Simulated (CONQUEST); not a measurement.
## LiH under changes of volume

One of the cells (8.449 Å³/atom); the others are scaled copies at fixed shape and fractional positions:

```
Li H
1.0
     2.88040    0.00000    0.00000
     0.00000    2.88040    0.00000
     0.00000    0.00000    4.07350
Li H
2 2
Direct
  0.00000 0.00000 0.00000
  0.50000 0.50000 0.50000
  0.00000 0.00000 0.50000
  0.50000 0.50000 0.00000
```

```yaml
Program: CONQUEST 1.3
Functional: PBE
Potentials_or_basis: PseudoDojo NC PBE, DZP, grid of 32 × 32 × 40 points
k_mesh: 9 × 9 × 7
Occupations: fermi-dirac, width 0.05 eV
Spin: no spin polarisation
```

```tsv
volume (Å³/atom)	energy over the lowest point (meV/atom)	pressure (GPa)	gap on the mesh (eV)
7.942	0.55	0.9	2.99
8.111	0.00	0.1	3.00
8.280	0.26	-0.6	3.02
8.449	1.18	-1.2	3.03
8.618	2.77	-1.8	3.05
8.787	4.99	-2.4	3.06
8.956	?	?	?
```

Task: What does the run at 8.956 Å³/atom give?

Result: Energy over the lowest point 7.74 meV/atom; pressure -2.8 GPa; gap on the mesh 3.07 eV.

Worked out: A Birch-Murnaghan fit of order 3 (a polynomial in V^(-2/3)) to the other rows has its minimum at 8.14 Å³/atom with B0 = V·E''(V) = 34 GPa (rough, since the energies scatter). It gives 7.77 meV/atom at 8.956 Å³/atom, against the run's 7.74, and -dE/dV = -2.9 GPa, against -2.8. A straight line through the other rows of the gap, of slope 0.721 eV per unit of ln V, extrapolates to 3.07 eV, against the run's 3.07.

Energies are extrapolated to zero smearing.

Caveats: an odd mesh through Γ misses points on the zone boundary, where band edges often lie; the basis of atomic orbitals isn't converged, which shifts pressures, moduli and gaps.
